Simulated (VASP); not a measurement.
# Zn (P6_3/mmc) in VASP: further runs, part 2 of 3

VASP 6.6.1. Earlier steps stand in the parts before.

**4. Relaxation of cell and atoms, PBEsol**

INCAR

```
SYSTEM = Zn
  PREC = Accurate
  ENCUT = 600
  EDIFF = 1E-7
  ISMEAR = 0
  SIGMA = 0.1
  LREAL = .False.
  LASPH = .True.
  NELM = 60
  ALGO = Fast
  ISIF = 3
  LWAVE = .False.
  LCHARG = .False.
  GGA = PS
  IBRION = 2
  NSW = 90
  EDIFFG = -0.005
```

KPOINTS

```
Automatic mesh
0
Gamma
  6 6 4
  0 0 0
```

POSCAR

```
Zn
1.0
    2.6143598000      0.0000000000      0.0000000000
   -1.3071799000      2.2641020000      0.0000000000
    0.0000000000      0.0000000000      4.8731610200
Zn
2
Direct
    0.3333333300      0.6666666700      0.2500000000
    0.6666666700      0.3333333300      0.7500000000
```

Potentials or basis: VASP PAW PBE potentials, release 64 (Zn).

The run is started by

```console
> cat potpaw_PBE.64/Zn/POTCAR > POTCAR
> mpirun -np 1 vasp_std > vasp.out
```

OUTCAR:

```text
SYSTEM = Zn
   PREC = Accurate
   ENCUT = 600
   EDIFF = 1E-7
   ISMEAR = 0
   LREAL = .False.
   LASPH = .True.
   NELM = 60
   ISIF = 3
   GGA = PS
   IBRION = 2
   NSW = 90
   EDIFFG = -0.005

 ion  position               nearest neighbor table
   1  0.333  0.667  0.250-   2 2.87   2 2.87   2 2.87   2 2.87   2 2.87   2 2.87
   2  0.667  0.333  0.750-   1 2.87   1 2.87   1 2.87   1 2.87   1 2.87   1 2.87

  LATTYP: Found a hexagonal cell.
 ALAT       =     2.6143598000
 C/A-ratio  =     1.8639978399

  Lattice vectors:

 A1 = (   2.6143598000,   0.0000000000,   0.0000000000)
 A2 = (  -1.3071799000,   2.2641020000,   0.0000000000)
 A3 = (   0.0000000000,   0.0000000000,   4.8731610200)

Analysis of symmetry for initial positions (statically):
=====================================================================
 Subroutine PRICEL returns:
 Original cell was already a primitive cell.

 Routine SETGRP: Setting up the symmetry group for a
 hexagonal supercell.

 Subroutine GETGRP returns: Found 24 space group operations
 (whereof 12 operations were pure point group operations)
 out of a pool of 24 trial point group operations.

The static configuration has the point symmetry D_3d.
 The point group associated with its full space group is D_6h.

Analysis of symmetry for dynamics (positions and initial velocities):
=====================================================================
 Subroutine PRICEL returns:
 Original cell was already a primitive cell.

 Routine SETGRP: Setting up the symmetry group for a
 hexagonal supercell.

 Subroutine GETGRP returns: Found 24 space group operations
 (whereof 12 operations were pure point group operations)
 out of a pool of 24 trial point group operations.

The dynamic configuration has the point symmetry D_3d.
 The point group associated with its full space group is D_6h.

 Subroutine INISYM returns: Found 24 space group operations
 (whereof 12 operations are pure point group operations),
 and found     1 'primitive' translations

----------------------------------------------------------------------------------------

                                     Primitive cell

  volume of cell :      28.8451

  direct lattice vectors                    reciprocal lattice vectors
     2.614359800  0.000000000  0.000000000     0.382502822  0.220838107  0.000000000
    -1.307179900  2.264102000  0.000000000     0.000000000  0.441676214  0.000000000
     0.000000000  0.000000000  4.873161020     0.000000000  0.000000000  0.205205614

  length of vectors
     2.614359800  2.614359799  4.873161020     0.441676214  0.441676214  0.205205614

  position of ions in fractional coordinates (direct lattice)
     0.333333330  0.666666670  0.250000000
     0.666666670  0.333333330  0.750000000

  ion indices of the primitive-cell ions
   primitive index   ion index
                 1           1
                 2           2

----------------------------------------------------------------------------------------

 KPOINTS: Automatic mesh

Automatic generation of k-mesh.
[... 23 lines left out ...]
  0.000000  0.000000  0.000000      1.000000
  0.166667  0.000000  0.000000      6.000000
  0.333333  0.000000  0.000000      6.000000
  0.500000  0.000000  0.000000      3.000000
  0.166667  0.166667  0.000000      6.000000
  0.333333  0.166667  0.000000     12.000000
[... 13 lines left out ...]
  0.333333  0.166667  0.500000     12.000000
  0.333333  0.333333  0.500000      2.000000
   k-points           NKPTS =     21   k-points in BZ     NKDIM =     21   number of bands    NBANDS=     16
   number of dos      NEDOS =    301   number of ions     NIONS =      2
   total plane-waves  NPLWV =  23040
   dimension x,y,z NGX =    24 NGY =   24 NGZ =   40
   dimension x,y,z NGXF=    48 NGYF=   48 NGZF=   80
   ions per type =               2
   NGX,Y,Z   is equivalent  to a cutoff of  15.26, 15.26, 13.65 a.u.
   NGXF,Y,Z  is equivalent  to a cutoff of  30.52, 30.52, 27.29 a.u.
 SYSTEM =  Zn
   PREC   = accura    normal or accurate (medium, high low for compatibility)
   ISTART =      0    job   : 0-new  1-cont  2-samecut
   ICHARG =      2    charge: 1-file 2-atom 10-const
   ISPIN  =      1    spin polarized calculation?
   LNONCOLLINEAR =      F non collinear calculations
   LSORBIT =      F    spin-orbit coupling
   LASPH  =      T    aspherical Exc in radial PAW
   ENCUT  =  600.0 eV  44.10 Ry    6.64 a.u.   5.22  5.22  9.73*2*pi/ulx,y,z
   NELM   =     60;   NELMIN=  2; NELMDL= -5     # of ELM steps
   EDIFF  = 0.1E-06   stopping-criterion for ELM
   LREAL  =      F    real-space projection
   EDIFFG = -.5E-02   stopping-criterion for IOM
   NSW    =     90    number of steps for IOM
   IBRION =      2    ionic relax: 0-MD 1-quasi-New 2-CG
   NFREE  =      1    steps in history (QN), initial steepest desc. (CG)
   ISIF   =      3    stress and relaxation
   ISYM   =      2    0-nonsym 1-usesym 2-fastsym
   POTIM  = 0.5000    time-step for ionic-motion
   TEBEG  =    0.0;   TEEND  =   0.0 temperature during run
   PSTRESS=    0.0 pullay stress
   NELECT =      24.0000    total number of electrons
   NUPDOWN=      -1.0000    fix difference up-down
   EMIN   =  10.00;   EMAX   =-10.00  energy-range for DOS
   EFERMI =   0.00;   METHOD = LEGACY
   ISMEAR =     0;   SIGMA  =   0.10  broadening in eV -4-tet -1-fermi 0-gaus
   EFERMI_NEDOS =   21; number of points for ismear=-14 and -15
   IALGO  =     68    algorithm
   IMIX   =      4    mixing-type and parameters
     AMIX     =   0.40;   BMIX     =  1.00
     AMIX_MAG =   1.60;   BMIX_MAG =  1.00
  volume/ion in A,a.u.               =      14.42        97.33
  Fermi-wavevector in a.u.,A,eV,Ry     =   1.539765  2.909735 32.257744  2.370877
  Thomas-Fermi vector in A             =   2.645947
   LORBIT       =      0    0 simple, 1 ext, 2 COOP (PROOUT), +10 PAW based schemes
   GGA     = PS    functional components
   LHFCALC =     F    Hartree Fock is set to
   AEXX    =    0.0000 exact exchange contribution
   IVDW    =     0    specifies the selected vdW correction
   LEPSILON=     F    determine dielectric tensor
   LRPA    =     F    only Hartree local field effects (RPA)
 conjugate gradient relaxation of ions
 non-spin polarized calculation
 RMM-DIIS sequential band-by-band and
 Gauss-broadening in eV      SIGMA  =   0.10
  energy-cutoff  :      600.00
  volume of cell :       28.85
 maximum number of plane-waves:       972
 NGX is ok and might be reduce to    24
   NGX = 11   NGY = 11   NGZ = 19

--------------------------------------- Ionic step        1  -------------------------------------------

 number of electron      24.0000002 magnetization

 Free energy of the ion-electron system (eV)
  ---------------------------------------------------
  ext. energy  EPLUGINS =         0.00000000
  ---------------------------------------------------
  free energy    TOTEN  =        -3.10280040 eV

  energy without entropy =       -3.09639547  energy(sigma->0) =       -3.09959794

------------------------ aborting loop because EDIFF is reached ----------------------------------------

  FORCE on cell =-STRESS in cart. coord.  units (eV):
  Direction    XX          YY          ZZ          XY          YZ          ZX
  --------------------------------------------------------------------------------------
  -------------------------------------------------------------------------------------
  Total       -0.1850244     -0.1850244      0.4606915      0.0000000     -0.0000000      0.0000000
  in kB      -10.2770256    -10.2770256     25.5887289      0.0000000     -0.0000000      0.0000000
  external PRESSURE =       1.6782259 kB  Pullay stress =       0.0000000 kB
[... 89 lines left out ...]
  FREE ENERGIE OF THE ION-ELECTRON SYSTEM (eV)
  ---------------------------------------------------
  free  energy   TOTEN  =        -3.1241624122 eV

  energy  without entropy=       -3.1186679821  energy(sigma->0) =       -3.12141520

[... ionic steps 4 to 24 ...]

--------------------------------------- Ionic step       25  -------------------------------------------

 number of electron      24.0000008 magnetization

------------------------ aborting loop because EDIFF is reached ----------------------------------------
[... 67 lines left out ...]
--------------------------------------- Ionic step       27  -------------------------------------------

 number of electron      24.0000007 magnetization

 Free energy of the ion-electron system (eV)
  ---------------------------------------------------
  ext. energy  EPLUGINS =         0.00000000
  ---------------------------------------------------
  free energy    TOTEN  =        -3.17558811 eV

  energy without entropy =       -3.17376389  energy(sigma->0) =       -3.17467600

 E-fermi :   3.0853     XC(G=0): -11.7095

 val. band max:        2.5571547462   @ k =   0.1667   0.0000   0.2500
 cond. band min:       3.1680382612   @ k =   0.3333   0.0000   0.0000
 fundamental gap:      0.6108835150
 Fermi energy:         3.0852840938

 k-point     1 :       0.0000    0.0000    0.0000
  band No.  band energies     occupation
      1      -7.6020      2.00000
      2      -6.0972      2.00000
      3      -5.1589      2.00000
      4      -4.8364      2.00000
      5      -4.8364      2.00000
      6      -4.8125      2.00000
[... 417 lines left out ...]
  FREE ENERGIE OF THE ION-ELECTRON SYSTEM (eV)
  ---------------------------------------------------
  free  energy   TOTEN  =        -3.1755881070 eV

  energy  without entropy=       -3.1737638858  energy(sigma->0) =       -3.17467600

 reached required accuracy - stopping structural energy minimisation
```

Wall time 3.3 min (1 thread of AMD EPYC 7R43 (Zen 3), shared host); peak memory 0.13 GiB.

What came out:

```
Free energy                            : -3.1756 eV
Relaxed volume                         : 15.06 Å³/atom
Relaxed cell                           : a = 2.534 Å, b = 2.534 Å, c = 5.413 Å, α = 90.00°, β = 90.00°, γ = 120.00°
Space group after relaxing (to 0.05 Å) : P6_3/mmc (No. 194)
Energy gained by relaxing              : 36.4 meV/atom
Ionic steps                            : 27
Pressure after relaxing                : 0.0 GPa
Band gap on the k mesh                 : none (metal or under the smearing width)
```

Step by step:
```csv
step,energy change (eV),largest force (eV/Å),pressure (GPa),volume (Å³)
1,0.0000,0.0000,0.17,28.85
2,-0.0066,0.0000,-0.11,28.91
3,-0.0214,0.0000,0.11,29.06
4,-0.0589,0.0000,3.54,29.25
5,-0.0660,0.0000,2.19,29.20
6,-0.0665,0.0000,2.53,29.22
7,-0.0696,0.0000,1.78,29.59
8,-0.0699,0.0000,1.45,29.83
9,-0.0722,0.0000,0.54,30.03
10,-0.0727,0.0000,-0.11,30.18
11,-0.0727,0.0000,-0.06,30.18
12,-0.0727,0.0000,-0.18,30.20
13,-0.0728,0.0000,-0.13,30.17
14,-0.0728,0.0000,0.09,30.07
15,-0.0728,0.0000,0.06,30.10
16,-0.0728,0.0000,-0.02,30.14
17,-0.0728,0.0000,-0.05,30.12
18,-0.0728,0.0000,0.00,30.11
19,-0.0728,0.0000,0.08,30.11
20,-0.0728,0.0000,-0.02,30.13
21,-0.0728,0.0000,-0.07,30.13
22,-0.0728,0.0000,-0.04,30.13
23,-0.0728,0.0000,-0.05,30.12
24,-0.0728,0.0000,0.06,30.08
25,-0.0728,0.0000,0.08,30.10
26,-0.0728,0.0000,0.04,30.11
27,-0.0728,0.0000,0.01,30.11
```

Final structure:
```cif
data_structure
_symmetry_space_group_name_H-M 'P 1'
_symmetry_Int_Tables_number 1
_cell_length_a 2.5344
_cell_length_b 2.5344
_cell_length_c 5.4130
_cell_angle_alpha 90.000
_cell_angle_beta 90.000
_cell_angle_gamma 120.000
_cell_volume 30.11
loop_
_atom_site_label
_atom_site_type_symbol
_atom_site_fract_x
_atom_site_fract_y
_atom_site_fract_z
_atom_site_occupancy
Zn1 Zn 0.33333 0.66667 0.25000 1
Zn2 Zn 0.66667 0.33333 0.75000 1
```

Caveat: the k mesh is coarse (spacing up to 0.46 Å⁻¹), so the values aren't converged; the PAW data sets were made with another functional, which shifts forces and pressure a little.

[end of part 2 of 3]
